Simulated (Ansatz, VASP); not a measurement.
## Pb in VASP and in Ansatz

```
Pb
1.0
    -1.97966    1.97966    1.97966
     1.97966   -1.97966    1.97966
     1.97966    1.97966   -1.97966
Pb
1
Direct
  0.00000 0.00000 0.00000
```

This isn't the form of Pb at room conditions, which is fcc.

Alike in both runs: task single point; functional PBE; k mesh 9 × 9 × 9; occupations fermi-dirac, width 0.05 eV; no spin polarisation.

|  | VASP | Ansatz |
| --- | --- | --- |
| version | VASP 6.6.1 | Ansatz 0.2.0 |
| potentials or method | VASP PAW PBE potentials, release 64 (Pb_d) | Ansatz PAW |
| plane-wave cutoff (eV) | 520 | 420 |
| valence electrons in the cell | 14 | 14 |

```tsv
	VASP	Ansatz	Ansatz less VASP
gap on the k mesh at the Fermi level (eV)	none	none	-
pressure (GPa)	0.7	0.8	+0.06
```

A gap of «none» marks a metal or a gap that the smearing closes.

Spin-orbit coupling is left out, which matters for the levels of Pb.
